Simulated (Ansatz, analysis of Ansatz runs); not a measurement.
**Reproducing a measured charge-transition level: Mn on the Ga site in GaP**

Aim: the charge-transition level of the Mn on the Ga site in GaP, to be set beside the measurement. Set-up: PBE, 64-site cell, PBE lattice, 420 eV, k: the single point 1/4 1/4 1/4 then 2x2x2 shifted 0.5 0.5 0.5. The model is a cell of 64 host atoms with 1 Ga taken out and 1 Mn put in. The level is the Fermi energy at which two charge states have equal formation energy, after a correction for the images of the charge. A local or semilocal functional is the cheapest first rung.

**The experiment.** (0/-1) level above the valence-band top: 0.4 eV, by temperature-dependent Hall effect (quoted in “Electronic structure of transition-atom impurities in GaP”, 1985, V. A. Singh and Alex Zunger, quoting earlier work (1976)). The runs below try to reproduce this.

Program: Ansatz 0.2.0. Level of theory: plane-wave PAW DFT, PBE; relaxation of all atoms of a defect supercell. Results are calculated unless marked as measured.

Report form: the programs' logs are mostly left out.

**1. Starting point**

The cell holds 64 atoms: 31 Ga, 32 P and 1 Mn. Cell: a = 11.010 Å, b = 11.010 Å, c = 11.010 Å, α = 90.0°, β = 90.0°, γ = 90.0°. It derives from GaP (space group F-43m). Nearest the centre at fractional (0.500, 0.500, 0.500): Mn57 at 0.00 Å, P23 at 2.38 Å, P61 at 2.38 Å, P16 at 2.38 Å, P38 at 2.38 Å, Ga50 at 3.89 Å, Ga28 at 3.89 Å, Ga12 at 3.89 Å.

The host's primitive cell comes from a first run (plane-wave PAW DFT, PBE; relaxation of the host's cell and atoms): vectors of 3.893, 3.893 and 3.893 Å. That is 20.86 Å³ an atom, 3.0 % over the diffraction cell's volume. The supercell is built on it.

**2. Relaxation, charge 0**

Every later number rests on the structure around the defect, so the atoms are relaxed at the host's lattice first.

The input, relax0/input.yaml:

```yaml
relax:
  f_tol: 0.02
  max_steps: 80
  random_displacement: { amplitude: 0.05, seed: 886 }
crystal:
  lattice:
    - [11.01025696, 0.0, 0.0]
    - [0.0, 0.0, -11.01025696]
    - [0.0, 11.01025696, 0.0]
  atoms:
    - { symbol: Ga, position: [0.0, 0.0, 0.0] }
    - { symbol: Ga, position: [0.0, 0.25, 0.25] }
    - { symbol: Ga, position: [0.25, 0.0, 0.25] }
    - { symbol: Ga, position: [0.25, 0.25, 0.0] }
    - { symbol: P, position: [0.125, 0.125, 0.125] }
    - { symbol: P, position: [0.125, 0.375, 0.375] }
    - { symbol: P, position: [0.375, 0.125, 0.375] }
    - { symbol: P, position: [0.375, 0.375, 0.125] }
    - { symbol: Ga, position: [0.0, 0.0, 0.5] }
    - { symbol: Ga, position: [0.0, 0.25, 0.75] }
    - { symbol: Ga, position: [0.25, 0.0, 0.75] }
    - { symbol: Ga, position: [0.25, 0.25, 0.5] }
    - { symbol: P, position: [0.125, 0.125, 0.625] }
    - { symbol: P, position: [0.125, 0.375, 0.875] }
    - { symbol: P, position: [0.375, 0.125, 0.875] }
    - { symbol: P, position: [0.375, 0.375, 0.625] }
    - { symbol: Ga, position: [0.0, 0.5, 0.0] }
    - { symbol: Ga, position: [0.0, 0.75, 0.25] }
    - { symbol: Ga, position: [0.25, 0.5, 0.25] }
    - { symbol: Ga, position: [0.25, 0.75, 0.0] }
    - { symbol: P, position: [0.125, 0.625, 0.125] }
    - { symbol: P, position: [0.125, 0.875, 0.375] }
    - { symbol: P, position: [0.375, 0.625, 0.375] }
    - { symbol: P, position: [0.375, 0.875, 0.125] }
    - { symbol: Ga, position: [0.0, 0.5, 0.5] }
    - { symbol: Ga, position: [0.0, 0.75, 0.75] }
    - { symbol: Ga, position: [0.25, 0.5, 0.75] }
    - { symbol: Ga, position: [0.25, 0.75, 0.5] }
    - { symbol: P, position: [0.125, 0.625, 0.625] }
    - { symbol: P, position: [0.125, 0.875, 0.875] }
    - { symbol: P, position: [0.375, 0.625, 0.875] }
    - { symbol: P, position: [0.375, 0.875, 0.625] }
    - { symbol: Ga, position: [0.5, 0.0, 0.0] }
    - { symbol: Ga, position: [0.5, 0.25, 0.25] }
    - { symbol: Ga, position: [0.75, 0.0, 0.25] }
    - { symbol: Ga, position: [0.75, 0.25, 0.0] }
    - { symbol: P, position: [0.625, 0.125, 0.125] }
    - { symbol: P, position: [0.625, 0.375, 0.375] }
    - { symbol: P, position: [0.875, 0.125, 0.375] }
    - { symbol: P, position: [0.875, 0.375, 0.125] }
    - { symbol: Ga, position: [0.5, 0.0, 0.5] }
    - { symbol: Ga, position: [0.5, 0.25, 0.75] }
    - { symbol: Ga, position: [0.75, 0.0, 0.75] }
    - { symbol: Ga, position: [0.75, 0.25, 0.5] }
    - { symbol: P, position: [0.625, 0.125, 0.625] }
    - { symbol: P, position: [0.625, 0.375, 0.875] }
    - { symbol: P, position: [0.875, 0.125, 0.875] }
    - { symbol: P, position: [0.875, 0.375, 0.625] }
    - { symbol: Ga, position: [0.5, 0.5, 0.0] }
    - { symbol: Ga, position: [0.5, 0.75, 0.25] }
    - { symbol: Ga, position: [0.75, 0.5, 0.25] }
    - { symbol: Ga, position: [0.75, 0.75, 0.0] }
    - { symbol: P, position: [0.625, 0.625, 0.125] }
    - { symbol: P, position: [0.625, 0.875, 0.375] }
    - { symbol: P, position: [0.875, 0.625, 0.375] }
    - { symbol: P, position: [0.875, 0.875, 0.125] }
    - { symbol: Mn, position: [0.5, 0.5, 0.5], spin: 4.0 }
    - { symbol: Ga, position: [0.5, 0.75, 0.75] }
    - { symbol: Ga, position: [0.75, 0.5, 0.75] }
    - { symbol: Ga, position: [0.75, 0.75, 0.5] }
    - { symbol: P, position: [0.625, 0.625, 0.625] }
    - { symbol: P, position: [0.625, 0.875, 0.875] }
    - { symbol: P, position: [0.875, 0.625, 0.875] }
    - { symbol: P, position: [0.875, 0.875, 0.625] }
  host:
    repeats: [2, 2, 2]
    atoms:
      - { symbol: Ga, position: [0.0, 0.0, 0.0] }
      - { symbol: Ga, position: [0.0, 0.5, 0.5] }
      # ... 6 more atoms of the perfect host
basis:
  ecutwfc: 420
  xc_grid: 2
hamiltonian:
  xc: pbe
kpoints:
  mp_grid: { grid: [1, 1, 1], shift: [0.25, 0.25, 0.25] }
magnetization:
  spin_polarized: true
  initial_magnetization: 4
  spin_locking: { lock_magnetization: hard }
scf:
  occupations: { method: fermi_dirac, width: 0.01 }
  max_iter: 120
output:
  forces: true
  charged_corrections:
    epsilon: 10.62
    static_epsilon: 12.85
    defect_position: [0.5, 0.5, 0.5]
checkpoint:
  write: "../relax0.run"
  compress: false
  write_wavefunctions: true
  write_every: 100000
```

Started as:

```console
$ ansatz run input.yaml --threads 4 --pin off --max-ram 14131MiB --backend cpu --events-out ev --progress --plain --runs-dir out
```

Run time: 8.7 min. Hardware: 4 threads of Arm Neoverse V1, shared host; peak memory 4.9 GiB; 34 min of CPU time.

Step by step:

```
step  energy less that of the first step (eV)  largest force component (eV/Å)
   1                                   0.0000                          0.8064
   2                                  -0.7755                          0.2992
   3                                  -0.8263                          0.3084
   4                                  -0.8730                          0.0509
   5                                  -0.8752                          0.0139
   6                                  -0.8755                          0.0109
   7                                  -0.8756                          0.0123
   8                                  -0.8758                          0.0122
```

The atoms that moved most (Å, from the sites as typed, ahead of the random displacement, the mean shift of all atoms taken out):

```
atom      dx      dy      dz  length
 P23  -0.034   0.050   0.014   0.062
 P61  -0.032  -0.031   0.030   0.054
 P16   0.002  -0.049  -0.020   0.053
 P38  -0.004   0.038   0.027   0.047
Mn57  -0.008  -0.037   0.012   0.040
Ga42   0.021  -0.027  -0.021   0.040
Ga50   0.002   0.031   0.016   0.035
Ga27   0.011  -0.019  -0.021   0.030
```

Neighbours of Mn57 at the end:

```
atom  distance (Å)
 P23         2.349
 P38         2.352
 P16         2.353
 P61         2.364
Ga50         3.842
Ga51         3.852
Ga34         3.852
Ga19         3.857
Ga42         3.877
Ga12         3.887
Ga27         3.892
Ga60         3.901
Ga59         3.909
Ga58         3.911
```

This step gave:

- free energy: -145380.2728 eV
- smearing term TS: 7.36e-4 eV
- total moment: 4 μB
- integral of the absolute spin density: 4.762 μB
- spin contamination: 0.3070

The relaxation ends 14 meV an atom lower than the displaced start, with a largest force component of 0.012 eV/Å.

**3. Relaxation, charge −1**

The input displaces the atoms at random before the relaxation, so that it can leave a symmetric saddle if there is one.

The input, relax1/input.yaml:

```yaml
relax:
  f_tol: 0.02
  max_steps: 80
  random_displacement: { amplitude: 0.05, seed: 886 }
crystal:
  lattice:
    - [11.01025696, 0.0, 0.0]
    - [0.0, 0.0, -11.01025696]
    - [0.0, 11.01025696, 0.0]
  atoms:
    - { symbol: Ga, position: [0.0, 0.0, 0.0] }
    - { symbol: Ga, position: [0.0, 0.25, 0.25] }
[... 9 atom lines left out ...]
    - { symbol: Ga, position: [0.25, 0.25, 0.5] }
[... 3 atom lines left out ...]
    - { symbol: P, position: [0.375, 0.375, 0.625] }
[... 2 atom lines left out ...]
    - { symbol: Ga, position: [0.25, 0.5, 0.25] }
[... 3 atom lines left out ...]
    - { symbol: P, position: [0.375, 0.625, 0.375] }
[... 4 atom lines left out ...]
    - { symbol: Ga, position: [0.25, 0.75, 0.5] }
[... 5 atom lines left out ...]
    - { symbol: Ga, position: [0.5, 0.25, 0.25] }
[... 3 atom lines left out ...]
    - { symbol: P, position: [0.625, 0.375, 0.375] }
[... 11 atom lines left out ...]
    - { symbol: Ga, position: [0.5, 0.75, 0.25] }
[... 6 atom lines left out ...]
    - { symbol: Mn, position: [0.5, 0.5, 0.5], spin: 5.0 }
    - { symbol: Ga, position: [0.5, 0.75, 0.75] }
[... 1 atom line left out ...]
    - { symbol: Ga, position: [0.75, 0.75, 0.5] }
    - { symbol: P, position: [0.625, 0.625, 0.625] }
[... 2 atom lines left out ...]
    - { symbol: P, position: [0.875, 0.875, 0.625] }
  host:
    repeats: [2, 2, 2]
    atoms:
      - { symbol: Ga, position: [0.0, 0.0, 0.0] }
      - { symbol: Ga, position: [0.0, 0.5, 0.5] }
      # ... 6 more atoms of the perfect host
total_charge: -1
basis:
  ecutwfc: 420
  xc_grid: 2
hamiltonian:
  xc: pbe
kpoints:
  mp_grid: { grid: [1, 1, 1], shift: [0.25, 0.25, 0.25] }
magnetization:
  spin_polarized: true
  initial_magnetization: 5
  spin_locking: { lock_magnetization: hard }
scf:
  occupations: { method: fermi_dirac, width: 0.01 }
  max_iter: 120
output:
  forces: true
  charged_corrections:
    epsilon: 10.62
    static_epsilon: 12.85
    defect_position: [0.5, 0.5, 0.5]
checkpoint:
  write: "../relax1.run"
  compress: false
  write_wavefunctions: true
  write_every: 100000
```

The job ended after 4.7 min (4 threads; peak memory 4.8 GiB; 19 min of CPU time).

Step by step:

```
step  energy less that of the first step (eV)  largest force component (eV/Å)
   1                                   0.0000                          0.7743
   2                                  -0.8032                          0.3039
   3                                  -0.9044                          0.0215
   4                                  -0.9050                          0.0064
```

The atoms that moved most (Å, from the sites as typed, ahead of the random displacement, the mean shift of all atoms taken out):

```
atom      dx      dy      dz  length
Ga19   0.010   0.010  -0.031   0.034
Ga12   0.010   0.030  -0.010   0.034
Ga34   0.030   0.009  -0.009   0.033
Ga59  -0.014  -0.013  -0.026   0.032
Ga60  -0.013   0.025   0.013   0.032
Ga58   0.025  -0.013   0.013   0.031
 P61  -0.015  -0.014   0.014   0.025
Mn57  -0.014  -0.015   0.015   0.025
```

Neighbours of Mn57 at the end:

```
atom  distance (Å)
 P38         2.382
 P16         2.383
 P23         2.383
 P61         2.383
Ga12         3.859
Ga34         3.859
Ga19         3.859
Ga44         3.885
Ga51         3.886
Ga42         3.886
Ga50         3.886
Ga27         3.887
Ga28         3.887
Ga59         3.894
Ga60         3.894
Ga58         3.895
```

Numbers from this step:

| Quantity | Value |
| --- | --- |
| free energy | -145373.2680 eV |
| total moment | 5 μB |
| integral of the absolute spin density | 5.127 μB |
| spin contamination | 0.03193 |

The relaxation ends 14 meV an atom lower than the displaced start, with a largest force component of 0.0064 eV/Å.

**4. Single point, charge 0**

The relaxed structure is kept, and the final numbers are taken at the final level and k-points.

This step: plane-wave PAW DFT, PBE; single point of a defect supercell.

The input, point0/input.yaml:

```yaml
crystal:
  lattice:
    - [11.01025696, 0.0, 0.0]
    - [0.0, 0.0, -11.01025696]
    - [0.0, 11.01025696, 0.0]
  atoms:
    - { symbol: Ga, position: [0.000119321, 0.000436184, -0.000125926] }
    - { symbol: Ga, position: [0.000255171, 0.249952741, 0.249400327] }
[... 13 atom lines left out ...]
    - { symbol: P, position: [0.375062435, 0.377085673, 0.620467441] }
[... 6 atom lines left out ...]
    - { symbol: P, position: [0.371781702, 0.623949756, 0.379438026] }
[... 3 atom lines left out ...]
    - { symbol: Ga, position: [0.250884389, 0.502097714, 0.74810344] }
[... 6 atom lines left out ...]
    - { symbol: Ga, position: [0.501677593, 0.250169602, 0.250634163] }
[... 3 atom lines left out ...]
    - { symbol: P, position: [0.624471911, 0.372784492, 0.378353989] }
[... 3 atom lines left out ...]
    - { symbol: Ga, position: [0.501804096, 0.252129321, 0.747452659] }
[... 7 atom lines left out ...]
    - { symbol: Ga, position: [0.500092718, 0.748792655, 0.252688148] }
    - { symbol: Ga, position: [0.749344954, 0.499674464, 0.252000244] }
[... 5 atom lines left out ...]
    - { symbol: Mn, position: [0.499150625, 0.499099019, 0.496485196], spin: 4.0 }
    - { symbol: Ga, position: [0.501946471, 0.749569158, 0.748404136] }
    - { symbol: Ga, position: [0.749360705, 0.50218488, 0.748300483] }
[... 1 atom line left out ...]
    - { symbol: P, position: [0.621985733, 0.62248038, 0.622071157] }
[... 2 atom lines left out ...]
    - { symbol: P, position: [0.874803589, 0.875453029, 0.625408443] }
  host:
    repeats: [2, 2, 2]
    atoms:
      - { symbol: Ga, position: [0.0, 0.0, 0.0] }
      - { symbol: Ga, position: [0.0, 0.5, 0.5] }
      # ... 6 more atoms of the perfect host
basis:
  ecutwfc: 420
  xc_grid: 2
hamiltonian:
  xc: pbe
kpoints:
  mp_grid: { grid: [2, 2, 2], shift: [0.5, 0.5, 0.5] }
magnetization:
  spin_polarized: true
  initial_magnetization: 4
  spin_locking: { lock_magnetization: hard }
scf:
  occupations: { method: fermi_dirac, width: 0.01 }
  max_iter: 120
output:
  forces: true
  charged_corrections:
    epsilon: 10.62
    static_epsilon: 12.85
    defect_position: [0.5, 0.5, 0.5]
  eigenvalues: true
checkpoint:
  read: "../relax0.run"
  write: "../point0.run"
  compress: false
  write_wavefunctions: true
  write_every: 100000
```

Elapsed: 6.1 min, on 4 threads; peak memory 8.6 GiB.

Numbers from this step:

```yaml
free_energy: -145380.2467 eV
smearing_term_ts: 0.004457 eV
total_moment: 4 μB
integral_of_the_absolute_spin_density: 4.608 μB
spin_contamination: 0.3347
```

**5. Single point, charge −1**

This step: plane-wave PAW DFT, PBE; single point of a defect supercell.

The input, point1/input.yaml:

```yaml
crystal:
  lattice:
    - [11.01025696, 0.0, 0.0]
    - [0.0, 0.0, -11.01025696]
    - [0.0, 11.01025696, 0.0]
  atoms:
    - { symbol: Ga, position: [2.642e-06, 0.000351951, 2.1395e-05] }
    - { symbol: Ga, position: [0.00061386, 0.250855356, 0.250531579] }
[... 9 atom lines left out ...]
    - { symbol: Ga, position: [0.25075511, 0.251178745, 0.502627396] }
[... 3 atom lines left out ...]
    - { symbol: P, position: [0.374833865, 0.375159025, 0.625788179] }
[... 2 atom lines left out ...]
    - { symbol: Ga, position: [0.250758484, 0.503013554, 0.250780266] }
[... 3 atom lines left out ...]
    - { symbol: P, position: [0.374812035, 0.626149963, 0.374823704] }
[... 10 atom lines left out ...]
    - { symbol: Ga, position: [0.50258865, 0.251089591, 0.25071602] }
[... 3 atom lines left out ...]
    - { symbol: P, position: [0.625789901, 0.375100156, 0.374747833] }
[... 3 atom lines left out ...]
    - { symbol: Ga, position: [0.49803851, 0.250789033, 0.749564408] }
[... 14 atom lines left out ...]
    - { symbol: Mn, position: [0.498634066, 0.498890706, 0.498538473], spin: 5.0 }
    - { symbol: Ga, position: [0.502120869, 0.749049085, 0.748673432] }
    - { symbol: Ga, position: [0.748637067, 0.502571758, 0.748651405] }
    - { symbol: Ga, position: [0.74865601, 0.749034535, 0.502181393] }
    - { symbol: P, position: [0.623513723, 0.623933879, 0.623559509] }
[... 2 atom lines left out ...]
    - { symbol: P, position: [0.874831003, 0.875171139, 0.624572603] }
  host:
    repeats: [2, 2, 2]
    atoms:
      - { symbol: Ga, position: [0.0, 0.0, 0.0] }
      - { symbol: Ga, position: [0.0, 0.5, 0.5] }
      # ... 6 more atoms of the perfect host
total_charge: -1
basis:
  ecutwfc: 420
  xc_grid: 2
hamiltonian:
  xc: pbe
kpoints:
  mp_grid: { grid: [2, 2, 2], shift: [0.5, 0.5, 0.5] }
magnetization:
  spin_polarized: true
  initial_magnetization: 5
  spin_locking: { lock_magnetization: hard }
scf:
  occupations: { method: fermi_dirac, width: 0.01 }
  max_iter: 120
output:
  forces: true
  charged_corrections:
    epsilon: 10.62
    static_epsilon: 12.85
    defect_position: [0.5, 0.5, 0.5]
  eigenvalues: true
checkpoint:
  read: "../relax1.run"
  write: "../point1.run"
  compress: false
  write_wavefunctions: true
  write_every: 100000
```

Elapsed: 6 min, on 4 threads; peak memory 8.6 GiB.

This step gave:

- free energy: -145373.2664 eV
- total moment: 5 μB
- integral of the absolute spin density: 5.095 μB
- spin contamination: 0.03145

**6. Charge-transition levels**

A charged cell feels its images and has its own zero of potential; this step corrects both and places the level between the host's band edges.

This step: place-levels on PBE runs: charge-transition levels with image-charge correction and potential alignment at the atomic sites.

The input, levels.yaml:

```yaml
host:
  run: host.point.run
  levels_from: { run: edges.run }
states: [point0.run, point1.run]
geometry_from:
  point0.run: relax0.run
  point1.run: relax1.run
  host.point.run: host.relax.run
```

Started as:

```console
$ ansatz place-levels levels.yaml -- --threads 4 --pin off --max-ram 14131MiB
```

Elapsed: 0.21 s, on 4 threads.

Numbers from this step:

| Item | Value |
| --- | --- |
| gap | 1.582 eV |

**7. Outcome**

- static dielectric constant used: 12.8
- band gap of the host: 1.58 eV
- (0/-1) level above the valence-band top: 0.38 eV
- time of the whole chain: 27 min on 4 threads

**Reading.** (0/-1) level above the valence-band top: computed 0.38 eV, measured 0.4 eV; 0.02 eV below the measurement. The level is counted in a gap of 1.58 eV, and the correction is screened by a dielectric constant of 12.8 from a linear-response run on the host (PBE). Levels hang on the band edges, which semilocal functionals place too close together. The total moment is locked at the high-spin value, which doesn't force the spin onto the d shell; spin-orbit coupling, which lowers the gap of these hosts' heavier members, is left out. Limits: the total moment of each charge state is locked at an assumed value.

[Logs are printed without paths, hosts, clocks, repeated set-up lines and the standing remarks that a program may print on its own settings, such as how far it seeks lower states.]

[Hosts, paths, dates, database ids (printed as entryN), source tags and the programs' standing remarks are cut or masked in the printed files.]

[For some hosts the program warned that the k-mesh of the response run may be too coarse for force constants and the static dielectric constant; such warnings are not shown here.]
